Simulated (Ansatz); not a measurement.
**CoSi2 stretched along one axis: stress**

Cell: an entry of the Crystallography Open Database (COD), whose atoms a relaxation with PBE at fixed cell left in place.

```
CELL_PARAMETERS angstrom
0.00000 2.68250 2.68250
2.68250 0.00000 2.68250
2.68250 2.68250 0.00000
ATOMIC_POSITIONS crystal
Co 0.00000 0.00000 0.00000
Si 0.25000 0.25000 0.25000
Si 0.75000 0.75000 0.75000
```

Atom numbers follow the list; atoms alike are taken as one site, whose name carries the number of the first.

Level of theory: DFT, PBE, plane waves and PAW, scalar-relativistic, collinear spin, 420 eV cutoff, Γ-centred 15×15×15 k-points, Fermi–Dirac smearing 0.05 eV (Ansatz 0.2.0). Start moments as typed (μB): 2 on each Co, none on the rest.

The cell is stretched along z (the third Cartesian axis of the run's cell), x and y held, and the ions relax again each time. Tension counts as positive.

| strain along z (%) | stress along z (GPa) | stress along x (GPa) |
| --- | --- | --- |
| -3 | -7.4 | -4.3 |
| -2 | -4.6 | -2.6 |
| -1 | -1.9 | -1.0 |
| 0 | 0.5 | 0.5 |
| +1 | ? | ? |
| +2 | 4.9 | 3.3 |
| +3 | 6.8 | 4.6 |

Question: Estimate the row at +1 % from the others.

Answer: stress along z (GPa): 2.8; stress along x (GPa): 2.0. Worked: parabolas through the other 6 rows give 2.8 and 2.0 GPa at +1 %. Their slopes at zero strain are 237 GPa (C₁₁) and 148 GPa (C₁₂).

All values belong to this cell and structure model. The start moments die out, and the run ends without spin.
